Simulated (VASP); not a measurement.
# MgO2 (R-3m) in VASP: a series of runs, part 2 of 2

VASP 6.6.1. Earlier steps stand in the parts before.

### Step 3. Single point, PBEsol (strained and moved within the space group)

INCAR reads:

```
SYSTEM = MgO2
  PREC = Accurate
  ENCUT = 520
  EDIFF = 1E-6
  ISMEAR = 0
  SIGMA = 0.02
  LREAL = .False.
  LASPH = .True.
  NELM = 100
  ALGO = Normal
  ISIF = 2
  LWAVE = .False.
  LCHARG = .False.
  GGA = PS
  NBANDS = 14
```

KPOINTS reads:

```
Automatic mesh
0
Gamma
  12 12 12
  0 0 0
```

POSCAR reads:

```
MgO2
1.0
    1.6721288835      0.9654040610      3.4310173756
   -1.6721288835      0.9654040610      3.4310173756
    0.0000000000     -1.9308081220      3.4310173756
Mg O
1 2
Direct
    0.0000000000      0.0000000000      0.0000000000
    0.4357966026      0.4357966026      0.4357966026
    0.5642033974      0.5642033974      0.5642033974
```

Potentials or basis: VASP PAW PBE potentials, release 64 (Mg, O).

The run is started by

```bash
$ cat potpaw_PBE.64/Mg/POTCAR potpaw_PBE.64/O/POTCAR > POTCAR
$ mpirun -np 1 vasp_std > vasp.out
```

OUTCAR:

```text
SYSTEM = MgO2
   PREC = Accurate
   ENCUT = 520
   EDIFF = 1E-6
   ISMEAR = 0
   LREAL = .False.
   LASPH = .True.
   NELM = 100
   ISIF = 2
   GGA = PS

 ion  position               nearest neighbor table
   1  0.000  0.000  0.000-   3 2.20   2 2.20   3 2.20   3 2.20   2 2.20   2 2.20
   2  0.436  0.436  0.436-   3 1.32   1 2.20   1 2.20   1 2.20
   3  0.564  0.564  0.564-   2 1.32   1 2.20   1 2.20   1 2.20

  LATTYP: Found a trigonal (rhomboedric) cell.
 ALAT       =     3.9369912669
 COS(alpha) =     0.6392215485

  Lattice vectors:

[... 601 lines left out ...]
  FORCE on cell =-STRESS in cart. coord.  units (eV):
  Direction    XX          YY          ZZ          XY          YZ          ZX
  --------------------------------------------------------------------------------------
  -------------------------------------------------------------------------------------
  Total       -3.4686817     -3.4686817      7.4198262      0.0000000      0.0000000      0.0000000
  in kB     -167.2330046   -167.2330046    357.7266369      0.0000000      0.0000000      0.0000000
  external PRESSURE =       7.7535426 kB  Pullay stress =       0.0000000 kB

 VOLUME and BASIS-vectors are now :
 -----------------------------------------------------------------------------
  energy-cutoff  :      520.00
  volume of cell :       33.23
      direct lattice vectors                 reciprocal lattice vectors
     1.672128884  0.965404061  3.431017376     0.299020013  0.172639285  0.097152913
    -1.672128884  0.965404061  3.431017376    -0.299020013  0.172639285  0.097152913
     0.000000000 -1.930808122  3.431017376     0.000000000 -0.345278570  0.097152913

 POSITION                                       TOTAL-FORCE (eV/Angst)
 -----------------------------------------------------------------------------------
      0.00000      0.00000      0.00000         0.000000      0.000000      0.000000
      0.00000      0.00000      4.48568        -0.000000      0.000000     -6.887093
      0.00000      0.00000      5.80737        -0.000000     -0.000000      6.887093
 -----------------------------------------------------------------------------------
    total drift:                               -0.000000     -0.000000      0.000000

  FREE ENERGIE OF THE ION-ELECTRON SYSTEM (eV)
  ---------------------------------------------------
  free  energy   TOTEN  =       -16.5567742424 eV

  energy  without entropy=      -16.5567742424  energy(sigma->0) =      -16.55677424
```

It took 41 s on 1 thread of Intel Xeon 6975P-C (Granite Rapids), shared host; peak memory 0.23 GiB.

What came out:

```
Free energy            : -16.5568 eV
Pressure               : 0.8 GPa
Largest force          : 6.887 eV/Å
Band gap on the k mesh : 2.61 eV, indirect (least direct gap 2.78 eV)
```

Forces on the atoms (eV/Å):
```
Mg   0.000  0.000  0.000
O    0.000  0.000 -6.887
O    0.000  0.000  6.887
```

Caveat: the PAW data sets were made with another functional, which shifts forces and pressure a little.

### Step 4. Single point, PBEsol (strained and moved within a subgroup)

INCAR reads:

```
PREC = Accurate
ENCUT = 520
EDIFF = 1E-6
ISMEAR = 0
SIGMA = 0.02
LREAL = F
LASPH = T
NELM = 100
ALGO = Fast
ISIF = 2
LWAVE = F
LCHARG = F
GGA = PS
NBANDS = 14
```

KPOINTS reads:

```
Automatic mesh
0
Gamma
  12 12 12
```

POSCAR reads:

```
MgO2
1.0
    1.5956620210      0.9212558974      3.7886261134
   -1.5956620210      0.9212558974      3.7886261134
    0.0000000000     -1.8425117948      3.7886261134
Mg O
1 2
Direct
    0.0000000000      0.0000000000      0.0000000000
    0.4322913013      0.4322913013      0.4322913013
    0.5677086987      0.5677086987      0.5677086987
```

The run is started by

```bash
$ cat potpaw_PBE.64/Mg/POTCAR potpaw_PBE.64/O/POTCAR > POTCAR
$ mpirun -np 1 vasp_std > vasp.out
```

Wall time 34 s (1 thread of Intel Xeon 6975P-C (Granite Rapids), shared host); peak memory 0.24 GiB.

The run converged. Its results:

- Free energy: -16.9166 eV
- Pressure: -14.3 GPa
- Largest force: 0.399 eV/Å
- Band gap on the k mesh: 1.09 eV, direct

Forces on the atoms (eV/Å):
```
Mg   0.000  0.000  0.000
O    0.000  0.000  0.399
O    0.000  0.000 -0.399
```

Stress tensor (GPa, compression positive):
```
 -5.20   0.00   0.00
  0.00  -5.20   0.00
  0.00   0.00 -32.58
```

Levels at points of the mesh, in eV from the valence-band top:
| k point | band 3 | band 4 | band 5 | band 6 | band 7 | band 8 | band 9 | band 10 | band 11 | band 12 |
| --- | --- | --- | --- | --- | --- | --- | --- | --- | --- | --- |
| (0.00, 0.00, 0.00) | -7.39 | -2.87 | -2.87 | -0.55 | -0.55 | 4.23 | 4.58 | 10.79 | 11.68 | 15.06 |
| (0.50, 0.00, 0.00) | -6.36 | -5.54 | -3.25 | -1.40 | -0.99 | 3.41 | 8.42 | 9.74 | 12.23 | 12.62 |
| (0.50, 0.50, 0.00) | -5.79 | -5.02 | -3.70 | -2.23 | -0.22 | 2.61 | 8.22 | 10.67 | 10.82 | 11.91 |
| (0.50, 0.50, 0.50) | -5.02 | -3.22 | -3.22 | 0.00 | 0.00 | 1.09 | 5.43 | 8.25 | 14.53 | 14.53 |

Caveat: the PAW data sets were made with another functional, which shifts forces and pressure a little. A k mesh can miss the band edges.

### Step 5. Single point, PBEsol (strained and moved within the space group)

INCAR reads:

```
SYSTEM = MgO2
PREC = Accurate ; ENCUT = 520
EDIFF = 1E-6 ; ISMEAR = 0
SIGMA = 0.02 ; LREAL = .False.
LASPH = .True. ; NELM = 100
ALGO = Normal ; ISIF = 2
LWAVE = .False. ; LCHARG = .False.
GGA = PS ; NBANDS = 14
```

KPOINTS reads:

```
Automatic mesh
0
Gamma
  12 12 12
  0 0 0
```

POSCAR reads:

```
MgO2
1.0
    1.6058201583      0.9271207007      3.6011042672
   -1.6058201583      0.9271207007      3.6011042672
    0.0000000000     -1.8542414014      3.6011042672
Mg O
1 2
Direct
    0.0000000000      0.0000000000      0.0000000000
    0.4252806987      0.4252806987      0.4252806987
    0.5747193013      0.5747193013      0.5747193013
```

The run is started by

```bash
$ cat potpaw_PBE.64/Mg/POTCAR potpaw_PBE.64/O/POTCAR > POTCAR
$ mpirun -np 1 vasp_std > vasp.out
```

Wall time 40 s (1 thread of Intel Xeon 6975P-C (Granite Rapids), shared host); peak memory 0.23 GiB.

Results (log left out):

```
Free energy            : -17.0223 eV
Pressure               : -10.4 GPa
Largest force          : 1.910 eV/Å
Band gap on the k mesh : 1.17 eV, direct
```

Forces in eV/Å, atoms in the order of the input:
```
Mg   0.000  0.000  0.000
O    0.000  0.000  1.910
O    0.000  0.000 -1.910
```

Stress tensor (GPa, compression positive):
```
 -2.94   0.00   0.00
  0.00  -2.94   0.00
  0.00   0.00 -25.18
```

Levels at points of the mesh, in eV from the valence-band top:
```
           k point  band 4  band 5  band 6  band 7  band 8  band 9  band 10  band 11
(0.00, 0.00, 0.00)   -2.43   -2.43   -0.80   -0.80    3.56    4.95    11.77    14.28
(0.50, 0.00, 0.00)   -5.28   -2.76   -1.25   -1.11    2.95    9.03    10.68    12.48
(0.50, 0.50, 0.00)   -4.56   -3.51   -2.08   -0.14    2.33    8.38    11.31    12.52
(0.50, 0.50, 0.50)   -3.00   -3.00    0.00    0.00    1.17    5.63     9.19    14.64
```

Caveat: the PAW data sets were made with another functional, which shifts forces and pressure a little.

### Step 6. Single point, PBEsol (strained and moved within the space group)

INCAR reads:

```
ALGO = Normal
EDIFF = 1E-6
ENCUT = 520
GGA = PS
ISIF = 2
ISMEAR = 0
LASPH = T
LCHARG = F
LREAL = F
LWAVE = F
NBANDS = 14
NELM = 100
PREC = Accurate
SIGMA = 0.02
```

KPOINTS reads:

```
k-points
0
Gamma
  12 12 12
```

POSCAR reads:

```
MgO2
1.0
    1.6530964178      0.9544156618      3.4943981524
   -1.6530964178      0.9544156618      3.4943981524
    0.0000000000     -1.9088313237      3.4943981524
Mg O
1 2
Direct
    0.0000000000      0.0000000000      0.0000000000
    0.3995751558      0.3995751558      0.3995751558
    0.6004248442      0.6004248442      0.6004248442
```

Potentials or basis: VASP PAW PBE potentials, release 64 (Mg, O).

The run is started by

```bash
$ cat potpaw_PBE.64/Mg/POTCAR potpaw_PBE.64/O/POTCAR > POTCAR
$ mpirun -np 1 vasp_std > vasp.out
```

Run time: 39 s. Hardware: 1 thread of Intel Xeon 6975P-C (Granite Rapids), shared host; peak memory 0.23 GiB.

It converged, with:

```
Free energy            : -15.4156 eV
Pressure               : 1.0 GPa
Largest force          : 3.832 eV/Å
Band gap on the k mesh : none (metal or under the smearing width)
```

Forces on the atoms (eV/Å):
```
Mg   0.000  0.000  0.000
O    0.000  0.000  3.832
O    0.000  0.000 -3.832
```

Stress tensor (GPa, compression positive):
```
 6.07  0.00  0.00
 0.00  6.07  0.00
 0.00  0.00 -9.12
```

Levels at points of the mesh, in eV from the Fermi level:
| k point | band 5 | band 6 | band 7 | band 8 | band 9 | band 10 |
| --- | --- | --- | --- | --- | --- | --- |
| (0.00, 0.00, 0.00) | -1.92 | -0.98 | -0.98 | 0.64 | 5.29 | 12.95 |
| (0.50, 0.00, 0.00) | -2.45 | -0.95 | -0.34 | 0.75 | 9.70 | 9.73 |
| (0.50, 0.50, 0.00) | -3.06 | -1.52 | 0.01 | 0.69 | 9.16 | 9.78 |
| (0.50, 0.50, 0.50) | -2.56 | -0.40 | -0.19 | -0.19 | 7.06 | 10.51 |

Caveat: the PAW data sets were made with another functional, which shifts forces and pressure a little.

### Step 7. Overview

| cell | k mesh | smearing | gap on the mesh (eV) | pressure (GPa) | largest force (eV/Å) |
| --- | --- | --- | --- | --- | --- |
| as given | 6 × 6 × 6 | gaussian 0.1 eV | 2.21 | -5.0 | 0.12 |
| strained and moved within the space group | 12 × 12 × 12 | gaussian 0.02 eV | none | 1.0 | 3.83 |
| strained and moved within a subgroup | 12 × 12 × 12 | gaussian 0.02 eV | 1.09 | -14.3 | 0.40 |

Alike in all rows: task single point; level PBEsol; potentials or basis VASP PAW PBE potentials, release 64 (Mg, O); no spin polarisation; cutoff (eV) 520.

Caveats: the PAW data sets were made with another functional, which shifts forces and pressure a little.

Total energies depend on the potentials used, so only differences within one code and one set of settings carry meaning.
